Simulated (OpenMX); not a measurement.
## Cl under changes of volume

One of the cells (29.048 Å³/atom); the others are scaled copies at fixed shape and fractional positions:

```
CELL_PARAMETERS angstrom
3.14500 -2.25000 0.00000
3.14500 2.25000 0.00000
0.00000 0.00000 8.21000
ATOMIC_POSITIONS crystal
Cl 0.37000 0.63000 0.40000
Cl 0.13000 0.87000 0.90000
Cl 0.63000 0.37000 0.60000
Cl 0.87000 0.13000 0.10000
```

| Property | Result |
| --- | --- |
| Program | OpenMX 3.8.5 |
| Functional | PBE |
| Potentials or basis | OpenMX 2013 PBE set, Cl7.0-s2p2d1, fixed grid of 40 × 40 × 84 points |
| k mesh | 7 × 7 × 5 |
| Occupations | fermi-dirac, width 0.05 eV |
| Spin | no spin polarisation |

| volume (Å³/atom) | energy over the lowest point (meV/atom) | gap on the mesh (eV) | largest force (eV/Å) |
| --- | --- | --- | --- |
| 27.305 | ? | ? | ? |
| 27.886 | 52.70 | 2.59 | 2.317 |
| 28.467 | 36.97 | 2.50 | 1.991 |
| 29.048 | 24.08 | 2.43 | 1.688 |
| 29.629 | 13.76 | 2.35 | 1.404 |
| 30.210 | 5.81 | 2.28 | 1.138 |
| 30.791 | 0.00 | 2.21 | 0.891 |

Task: What does the run at 27.305 Å³/atom give?

Result: Energy over the lowest point 71.59 meV/atom; gap on the mesh 2.66 eV; largest force 2.665 eV/Å.

Worked out: A Birch-Murnaghan fit of order 3 (a polynomial in V^(-2/3)) to the other rows has no minimum within the range. It gives 71.54 meV/atom at 27.305 Å³/atom, against the run's 71.59. A straight line through the other rows of the gap, of slope -3.81 eV per unit of ln V, extrapolates to 2.66 eV, against the run's 2.66.

Energies are extrapolated to zero smearing.

Caveats: an odd mesh through Γ misses points on the zone boundary, where band edges often lie; the basis of atomic orbitals isn't converged, which shifts pressures, moduli and gaps; forces of over 1 eV/Å show positions far from the minimum, so gaps and moduli don't describe the material at rest (some runs).
